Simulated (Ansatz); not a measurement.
# TiTe2 (P-3m1) in Ansatz: notebook

One crystal, TiTe2, is run at these levels: r2SCAN0, r2SCANh, r2SCAN50; tasks: single point.

Everything below comes from runs of Ansatz 0.2.0. Logs are shortened: lines on timing, memory, paths and dates and some standing lists are left out, and cuts for length are marked.

### Step 1. Starting point

It takes space group P-3m1 (No. 164, trigonal). Conventional cell: a = 3.777 Å, b = 3.777 Å, c = 6.498 Å, α = 90.00°, β = 90.00°, γ = 120.00°. Te (site symmetry 3m) is surrounded by 3 Ti at 2.77 Å. Ti (site symmetry -3m) is surrounded by 6 Te at 2.77 Å.

### Step 2. Single point, r2SCAN0

The input, input:

```
crystal:
  lattice:
    - [3.777, 0.0, 0.0]
    - [-1.8885, 3.2709779501, 0.0]
    - [0.0, 0.0, 6.498]
  atoms:
    - { symbol: Te, position: [0.3333333333, 0.6666666667, 0.7372] }
    - { symbol: Te, position: [0.6666666667, 0.3333333333, 0.2628] }
    - { symbol: Ti, position: [0.0, 0.0, 0.0] }
hamiltonian:
  xc: r2scan0
  pseudopotentials: { kind: paw }
kpoints:
  mp_grid: { grid: [4, 4, 2] }
scf:
  occupations: { method: fermi_dirac, width: 0.05 }
output:
  forces: true
  stress: true
  eigenvalues: true
```

Potentials or basis: Ansatz PAW.

Log:

```text
Warning: output.stress: scf.convergence.dr2_threshold = 1e-7 eV (the SCF's general default) is looser than the 3e-10 eV advised for a printed stress (1e-10 eV for each atom of the cell: 3). What an SCF threshold leaves in a stress goes as its square root, and in the free energy as the threshold itself, and one threshold admits the most on a small cell: of the crystals measured, under no hybrid functional and no lock of the moments, on runs that ended without the residual-converged pass, on stresses that held no estimate of that error, the worst erred by over 100 MPa in a component at 1e-7 eV an atom and by under 5 at 1e-10. Set scf.convergence.dr2_threshold to 3e-10 eV or tighter. The threshold is an SCF's pass mark: one that does not reach it within its budget of iterations ends unconverged, or closes short of it on a stop that the run arms, and scf.convergence.dr2_threshold's page says what that costs each kind of run
Warning: output.stress: scf.exx.energy_threshold = 1e-6 eV is looser than the 3e-8 eV advised for a stress under a hybrid functional (1e-8 eV for each atom of the cell: 3). Every SCF of the exchange loop can meet its threshold on dr2 while the loop round them stops early: no threshold on dr2 bounds what that leaves in the stress. Set scf.exx.energy_threshold to 3e-8 eV or tighter. The threshold is the loop's pass mark: a loop that does not reach it within its budget of cycles ends unconverged, and scf.exx.energy_threshold's page has the law
GPUs: using 1 of 1 available (devices: 1).
Engine: ansatz 0.2.0, x86_64-unknown-linux-gnu
Pseudopotentials: kind: paw
Pseudopotential: Te, paw, valence charge 16, recommended cutoff 500 eV (meta_gga), Te.paw.azcp
Pseudopotential: Ti, paw, valence charge 12, recommended cutoff 500 eV (meta_gga), Ti.paw.azcp
Functional definition: r2SCAN0
  parameter a = 0.25
  parameter k0 = 0.174
  parameter k1 = 0.065
  parameter a1 = 4.9479
  exchange = (1 - a)*r2scan_x(k0 = k0, k1 = k1, a1 = a1) + a*exact_x
  correlation = r2scan_c
device memory: the entry about to start is reckoned to put 1.4 GiB on a device that reports 38.1 GiB free (of which the cap on the GPU budget leaves the run 18.0 GiB)
GPU FFT provider: cuFFT
GPU libraries: cuBLAS 13.8.2, cuFFT 12.4.0, cuSOLVER 12.3.4
Crystal: 3 atoms, lattice volume = 80.279 Å³
Basis set: ecut = 500 eV, 2027 PW (Γ), exchange–correlation on 120×120×192 points (64 copies of the dense FFT grid, shifted against one another)
Bands: 27, of which v1, the nominal top of the filled ones, is band 22 counted from 1 (21 counted from 0)
Symmetry: 12 space group operations
Space group: P-3m1 (ITA 164), of the structure as read, at distance tolerance 4.3e-5 Å
k-points: 8 of 32
Non-local potential: Te, projectors of the file, l = 0: 2, l = 1: 2, l = 2: 2, l = 3: 2
Non-local potential: Ti, projectors of the file, l = 0: 3, l = 1: 2, l = 2: 3, l = 3: 1
PAW form: soft (Blöchl's): semilocal exchange-correlation on the pseudo side does not see the compensation charge
PAW frozen core: Te, regenerated for the run's functional, and the local potential with it (the file was generated under x = pbe(κ = 0.804, μ = 0.2195149727645171), c = pbe(β = 0.06672455060314922))
PAW frozen core: Ti, regenerated for the run's functional, and the local potential with it (the file was generated under x = pbe(κ = 0.804, μ = 0.2195149727645171), c = pbe(β = 0.06672455060314922))
PAW one-centre angular grid: Te, 590 points (default); XC on 160 Gauss nodes
PAW one-centre angular grid: Ti, 590 points (default); XC on 160 Gauss nodes
Initial density: superposition of atomic densities (neutral atoms: chi_scale 0, normalization atom), corrected by the library's trained network
Initial wavefunctions: pseudopotential atomic-orbital guess
GPU buffer pool allocated for 43200 grid points (all kernels)
[... 92 lines left out ...]
SCF iter   4: F=-16494.965711 eV  HF=-16494.965711 eV  |F-HF|=1.09e-11  |Δ(HF+E_count)|=  2.91e-10  Δρ=2.68e-7  dr2=2.76e-11  dr2_τ=2.35e-12  ethr=1.41e-12  ⟨swp⟩=3.4  Hψ=424  notcnv=0
SCF 5 converged in 4 iterations: F = -16494.965711 eV  dr2 = 2.76e-11
  Residual-converged pass: ⟨swp⟩=3.5  Hψ=511  notcnv=0  max |occ|·‖R‖ = 2.6e-7 eV (tolerance 2.7e-7 eV)  dr2=2.47e-11  dr2_τ=2.29e-12  dr2_onsite=7.99e-12  max |Δocc| = 3.2e-14
hybrid outer 4: dexx = +4.145e-9 eV, tail = 1.18e-10 eV, Δε = 4.62e-5 eV (about 2.91e-6 eV left of the loop's levels), ΔF = 4.71e-5 eV/Å (tail 9.88e-5)
hybrid SCF converged: 4 outer / 30 inner (+12 warm-up), last move |dexx| = 4.14e-9 eV, tail = 1.18e-10 eV
Stability not checked: this state was not tested for a lower state beside it, because the functional holds exact exchange (a hybrid, or Hartree-Fock), whose exchange loop this test does not read (fock_operator; see scf.lower_state_search)
Free energy (F): -16494.965711 eV
Frozen-core exchange: fock
Harris-Foulkes:  -16494.965711 eV  (|F-HF|=1.09e-11)
Internal energy: -16494.959699 eV  (E = F + TS)
E sigma→0 (E₀):  -16494.962705 eV
Entropy (-TS):   -0.006011 eV (-2.004 meV/atom)
Fermi energy:    10.460307 eV
--- Per-component energies (eV) ---
  E_band       = -811.142414
  E_kinetic    = 632.406982
  E_local      = -3418.374192  (includes V_loc(G=0)·N_el)
  E_nonlocal   = -617.922941
  E_hartree    = 1994.094016
  E_xc         = -252.512556
  E_vxc        = -273.173439  (∫ρ·V_xc dr)
  E_exx        = -147.957978  (= α·E_x^exact, valence–valence)
  E_paw        = -10351.535567  (= ΣΔE_a)
  E_vpaw       = -841.135188  (= ΣTr[D̂ρ^β])
  E_aug_tail   = 0.000005  (compensation charges beyond the density's cutoff)
  E_vtau       = 14.784391  (kinetic-family band-sum trace: ∫τ·v_τ [+ j·A + Jᵃ·Aᵃ] dr)
  E_ewald      = -4332.941691
  E_core_change = -0.215777  (= ΣΔE_core)
  E_smearing   = -0.006011  (= −TS)
  E_closure    = -0.000000  (closes the sum)
  Σ components = -16494.965711   (vs F -16494.965711, Δ=3.64e-12)
--- Forces (eV/Å), atoms counted from 1 ---
  atom   1  Te     0.00000000    -0.00000000     0.40901080
  atom   2  Te    -0.00000000     0.00000000    -0.40901080
  atom   3  Ti     0.00000000    -0.00000000     0.00000000
  max |Σ_I F_I| component: 3.47e-18 eV/Å
--- Stress (GPa, compression-positive) ---
       -0.520707      -0.000000      -0.000000
       -0.000000      -0.520707       0.000000
       -0.000000       0.000000      -0.538813
  P = ⅓ Tr σ = -0.5267 GPa (-5.267 kbar)
--- Band table (eV; the first three rows and the last of 8) ---
  k-point 0: bands = ["-54.5238", "-30.0587", "-30.0587", "-30.0481", "-30.0481", "-30.0232", "-30.0232", "-30.0215", "-30.0215", "-30.0119", "-30.0095", "-28.3918", "-28.3918", "-28.3876", "-4.5631", "-2.7798", "3.4784", "7.4485", "7.4485", "10.7885", "11.3486", "11.3486", "11.4491", "11.4491", "11.4983", "14.0795", "14.0795"]
  k-point 1: bands = ["-54.5236", "-30.0613", "-30.0613", "-30.0465", "-30.0465", "-30.0222", "-30.0222", "-30.0216", "-30.0216", "-30.0104", "-30.0104", "-28.3919", "-28.3919", "-28.3868", "-3.9881", "-3.6549", "5.8247", "6.5895", "7.5250", "7.5250", "11.0972", "11.0972", "11.3477", "11.3477", "12.2668", "14.5866", "14.5866"]
  k-point 2: bands = ["-54.5219", "-30.0568", "-30.0555", "-30.0522", "-30.0425", "-30.0273", "-30.0253", "-30.0213", "-30.0187", "-30.0086", "-30.0063", "-28.4268", "-28.3987", "-28.3749", "-3.7991", "-2.4248", "4.4136", "5.9950", "6.8084", "7.4563", "8.9149", "8.9818", "11.1024", "12.4229", "12.4658", "13.8869", "14.0908"]
  k-point 7: bands = ["-54.5199", "-30.0619", "-30.0501", "-30.0442", "-30.0437", "-30.0283", "-30.0253", "-30.0225", "-30.0214", "-30.0043", "-30.0036", "-28.4476", "-28.4190", "-28.3599", "-2.4226", "-2.3460", "4.5849", "4.6937", "6.3459", "6.5226", "7.4531", "7.4730", "11.8649", "12.0111", "12.6211", "13.3539", "14.0388"]
```

It took 19 s on 1 × NVIDIA H100 80GB HBM3 with 2 threads of AMD EPYC 7R13 (Zen 3), shared host; peak memory 1.9 GiB.

What came out:

* Free energy: -16494.9657 eV
* Pressure: -0.5 GPa
* Largest force: 0.409 eV/Å
* Band gap on the k mesh: none (metal or under the smearing width)

Forces on the atoms (eV/Å):
```
Te   0.000  0.000  0.409
Te   0.000  0.000 -0.409
Ti   0.000  0.000  0.000
```

Levels at points of the mesh, in eV from the Fermi level:
| k point | band 20 | band 21 | band 22 | band 23 | band 24 | band 25 |
| --- | --- | --- | --- | --- | --- | --- |
| (0.00, 0.00, 0.00) | 0.33 | 0.89 | 0.89 | 0.99 | 0.99 | 1.04 |
| (0.00, 0.00, -0.50) | -2.94 | 0.64 | 0.64 | 0.89 | 0.89 | 1.81 |
| (0.00, -0.50, 0.00) | -3.71 | -3.15 | -2.29 | -0.03 | 1.96 | 2.46 |
| (0.00, -0.50, -0.50) | -3.45 | -2.12 | -1.71 | -0.48 | 1.93 | 2.41 |

Caveat: the k mesh is coarse (spacing up to 0.48 Å⁻¹), so the values aren't converged, least of all with exact exchange; the PAW data sets come from PBE, with cores solved anew for the run's functional, which leaves a small shift of forces and pressure; the thresholds are loose for stress. Spin-orbit coupling is left out, which matters for the levels of Te.

### Step 3. Single point, r2SCANh

input: that of step 2 with these lines changed.

```diff
@@ -10,3 +10,3 @@
 hamiltonian:
-  xc: r2scan0
+  xc: r2scanh
   pseudopotentials: { kind: paw }
```

Potentials or basis: Ansatz PAW.

Log:

```text
Warning: output.stress: scf.convergence.dr2_threshold = 1e-7 eV (the SCF's general default) is looser than the 3e-10 eV advised for a printed stress (1e-10 eV for each atom of the cell: 3). What an SCF threshold leaves in a stress goes as its square root, and in the free energy as the threshold itself, and one threshold admits the most on a small cell: of the crystals measured, under no hybrid functional and no lock of the moments, on runs that ended without the residual-converged pass, on stresses that held no estimate of that error, the worst erred by over 100 MPa in a component at 1e-7 eV an atom and by under 5 at 1e-10. Set scf.convergence.dr2_threshold to 3e-10 eV or tighter. The threshold is an SCF's pass mark: one that does not reach it within its budget of iterations ends unconverged, or closes short of it on a stop that the run arms, and scf.convergence.dr2_threshold's page says what that costs each kind of run
Warning: output.stress: scf.exx.energy_threshold = 1e-6 eV is looser than the 3e-8 eV advised for a stress under a hybrid functional (1e-8 eV for each atom of the cell: 3). Every SCF of the exchange loop can meet its threshold on dr2 while the loop round them stops early: no threshold on dr2 bounds what that leaves in the stress. Set scf.exx.energy_threshold to 3e-8 eV or tighter. The threshold is the loop's pass mark: a loop that does not reach it within its budget of cycles ends unconverged, and scf.exx.energy_threshold's page has the law
GPUs: using 1 of 1 available (devices: 1).
[... 4 set-up lines as earlier in the session ...]
Functional definition: r2SCANh
  parameter a = 0.1
[... 5 set-up lines as earlier in the session ...]
device memory: the entry about to start is reckoned to put 1.4 GiB on a device that reports 36.5 GiB free (of which the cap on the GPU budget leaves the run 18.0 GiB)
GPU FFT provider: cuFFT
GPU libraries: cuBLAS 13.8.2, cuFFT 12.4.0, cuSOLVER 12.3.4
Crystal: 3 atoms, lattice volume = 80.279 Å³
Basis set: ecut = 500 eV, 2027 PW (Γ), exchange–correlation on 120×120×192 points (64 copies of the dense FFT grid, shifted against one another)
Bands: 27, of which v1, the nominal top of the filled ones, is band 22 counted from 1 (21 counted from 0)
[... 2 set-up lines as earlier in the session ...]
k-points: 8 of 32
[... 9 set-up lines as earlier in the session ...]
GPU buffer pool allocated for 43200 grid points (all kernels)
GPU transforms: local potential: pruned to the plane-wave sphere, on 27×27×48; band sums: pruned to the plane-wave sphere, on 30×30×48
Functional: x = r2scan, c = r2scan; τ floored in thin density (d = 2e-4 eV/Å³), warm-up for x = 0.9 r2scan + 0.1 exact, c = r2scan; τ floored in thin density (d = 2e-4 eV/Å³)
SCF iter   1: F=—  HF=-16496.438924 eV  |F-HF|=—  |Δ(HF+E_count)|=         —  Δρ=1.85e-2  dr2=5.61e-1  dr2_τ=1.94e-2  ethr=1.77e-3  ⟨swp⟩=5.5  Hψ=847  notcnv=0
[... 50 lines left out ...]
Frozen-core exchange: fock
SCF iter   1: F=—  HF=-16495.811958 eV  |F-HF|=—  |Δ(HF+E_count)|=         —  Δρ=4.28e-5  dr2=4.60e-6  dr2_τ=9.21e-8  ethr=3.19e-8  ⟨swp⟩=3.0  Hψ=472  notcnv=0
preconditioner: auto → none  [insulator: Δε(μ)=0.373 eV  Ē_g=7.341 eV  σ=0.050 eV  W_gap=0.66  n_scr=22 (ndim 8)  ℏωp=16.6 eV  f_vac=0.014  D(μ)=0.85/eV (n_scr^D=2)]
SCF iter   2: F=—  HF=-16495.812015 eV  |F-HF|=—  |Δ(HF+E_count)|=   5.72e-5  Δρ=9.59e-5  dr2=2.09e-5  dr2_τ=4.39e-7  ethr=6.52e-9  ⟨swp⟩=4.5  Hψ=500  notcnv=0  recentre
SCF iter   3: F=—  HF=-16495.812012 eV  |F-HF|=—  |Δ(HF+E_count)|=   3.53e-6  Δρ=1.53e-5  dr2=8.90e-7  dr2_τ=1.95e-8  ethr=6.52e-9  ⟨swp⟩=4.2  Hψ=479  notcnv=0
SCF iter   4: F=—  HF=-16495.812013 eV  |F-HF|=—  |Δ(HF+E_count)|=   1.03e-6  Δρ=7.71e-6  dr2=3.39e-8  dr2_τ=8.53e-10  ethr=7.69e-10  ⟨swp⟩=3.5  Hψ=424  notcnv=0
SCF iter   5: F=—  HF=-16495.812013 eV  |F-HF|=—  |Δ(HF+E_count)|=  8.04e-10  Δρ=2.57e-6  dr2=3.70e-9  dr2_τ=2.15e-10  ethr=6.57e-11  ⟨swp⟩=3.8  Hψ=625  notcnv=0
SCF iter   6: F=-16495.812013 eV  HF=-16495.812013 eV  |F-HF|=2.47e-10  |Δ(HF+E_count)|=  2.66e-10  Δρ=9.17e-7  dr2=4.83e-10  dr2_τ=1.31e-11  ethr=7.58e-12  ⟨swp⟩=3.2  Hψ=456  notcnv=0
SCF 3 converged in 6 iterations: F = -16495.812013 eV  dr2 = 4.83e-10
  Residual-converged pass: ⟨swp⟩=4.1  Hψ=613  notcnv=0  max |occ|·‖R‖ = 2.6e-7 eV (tolerance 2.7e-7 eV)  dr2=5.06e-10  dr2_τ=1.30e-11  dr2_onsite=1.87e-10  max |Δocc| = 1.6e-13
hybrid outer 2: dexx = +2.444e-8 eV, tail = 1.47e-9 eV, Δε = 4.88e-4 eV (about 1.46e-5 eV left of the loop's levels), ΔF = 1.37e-3 eV/Å (tail 2.07e-4)
hybrid SCF converged: 2 outer / 18 inner (+13 warm-up), last move |dexx| = 2.44e-8 eV, tail = 1.47e-9 eV
Stability not checked: this state was not tested for a lower state beside it, because the functional holds exact exchange (a hybrid, or Hartree-Fock), whose exchange loop this test does not read (fock_operator; see scf.lower_state_search)
Free energy (F): -16495.812013 eV
Frozen-core exchange: fock
Harris-Foulkes:  -16495.812013 eV  (|F-HF|=2.47e-10)
Internal energy: -16495.805759 eV  (E = F + TS)
E sigma→0 (E₀):  -16495.808886 eV
Entropy (-TS):   -0.006253 eV (-2.084 meV/atom)
Fermi energy:    10.387935 eV
--- Per-component energies (eV) ---
  E_band       = -748.391231
  E_kinetic    = 632.841354
  E_local      = -3425.922171  (includes V_loc(G=0)·N_el)
  E_nonlocal   = -614.879976
  E_hartree    = 1998.125612
  E_xc         = -295.455794
  E_vxc        = -323.357003  (∫ρ·V_xc dr)
  E_exx        = -59.173444  (= α·E_x^exact, valence–valence)
  E_paw        = -10398.502672  (= ΣΔE_a)
  E_vpaw       = -914.415660  (= ΣTr[D̂ρ^β])
  E_aug_tail   = 0.000007  (compensation charges beyond the density's cutoff)
  E_vtau       = 19.438147  (kinetic-family band-sum trace: ∫τ·v_τ [+ j·A + Jᵃ·Aᵃ] dr)
  E_ewald      = -4332.941691
  E_core_change = 0.103016  (= ΣΔE_core)
  E_smearing   = -0.006253  (= −TS)
  E_closure    = -0.000000  (closes the sum)
  Σ components = -16495.812013   (vs F -16495.812013, Δ=0.00e0)
--- Forces (eV/Å), atoms counted from 1 ---
  atom   1  Te     0.00000000    -0.00000000     0.27372700
  atom   2  Te    -0.00000000     0.00000000    -0.27372700
  atom   3  Ti     0.00000000     0.00000000     0.00000000
  max |Σ_I F_I| component: 4.63e-18 eV/Å
--- Stress (GPa, compression-positive) ---
        0.343650      -0.000000      -0.000000
       -0.000000       0.343650      -0.000000
       -0.000000       0.000000       0.294865
  P = ⅓ Tr σ = 0.3274 GPa (3.274 kbar)
--- Band table (eV; the first three rows and the last of 8) ---
  k-point 0: bands = ["-51.6877", "-28.3366", "-28.3366", "-28.3286", "-28.3286", "-28.3044", "-28.3044", "-28.3026", "-28.3026", "-28.2933", "-28.2909", "-26.3396", "-26.3396", "-26.3386", "-3.4770", "-1.8082", "4.2349", "7.9807", "7.9807", "10.7371", "10.9289", "10.9289", "11.0045", "11.3114", "11.3114", "13.6348", "13.6348"]
  k-point 1: bands = ["-51.6876", "-28.3390", "-28.3390", "-28.3269", "-28.3269", "-28.3034", "-28.3034", "-28.3029", "-28.3029", "-28.2920", "-28.2919", "-26.3397", "-26.3397", "-26.3382", "-2.9305", "-2.6365", "6.3916", "7.0911", "8.0557", "8.0557", "10.9230", "10.9230", "10.9757", "10.9757", "11.7276", "14.0998", "14.0998"]
  k-point 2: bands = ["-51.6861", "-28.3355", "-28.3335", "-28.3315", "-28.3234", "-28.3078", "-28.3060", "-28.3027", "-28.3001", "-28.2902", "-28.2880", "-26.3694", "-26.3452", "-26.3265", "-2.7579", "-1.4725", "5.1108", "6.5848", "7.3267", "7.9990", "9.2432", "9.3291", "10.7271", "11.8856", "11.9078", "13.4668", "13.6693"]
  k-point 7: bands = ["-51.6845", "-28.3389", "-28.3291", "-28.3252", "-28.3237", "-28.3086", "-28.3058", "-28.3036", "-28.3027", "-28.2860", "-28.2855", "-26.3866", "-26.3626", "-26.3135", "-1.4694", "-1.3943", "5.2762", "5.3660", "6.9229", "7.0757", "7.9721", "7.9917", "11.3961", "11.5378", "12.0497", "12.9188", "13.6105"]
```

Run time: 12 s. Hardware: 1 × NVIDIA H100 80GB HBM3 with 2 threads of AMD EPYC 7R13 (Zen 3), shared host; peak memory 1.9 GiB.

Results:

| Property | Result |
| --- | --- |
| Free energy | -16495.8120 eV |
| Pressure | 0.3 GPa |
| Largest force | 0.274 eV/Å |
| Band gap on the k mesh | none (metal or under the smearing width) |

Forces on the atoms (eV/Å):
```
Te   0.000  0.000  0.274
Te   0.000  0.000 -0.274
Ti   0.000  0.000  0.000
```

Caveat: the k mesh is coarse (spacing up to 0.48 Å⁻¹), so the values aren't converged, least of all with exact exchange; the PAW data sets come from PBE, with cores solved anew for the run's functional, which leaves a small shift of forces and pressure; the thresholds are loose for stress. The run has no spin-orbit coupling, so splittings on Te are missing.

[end of part 1 of 2]
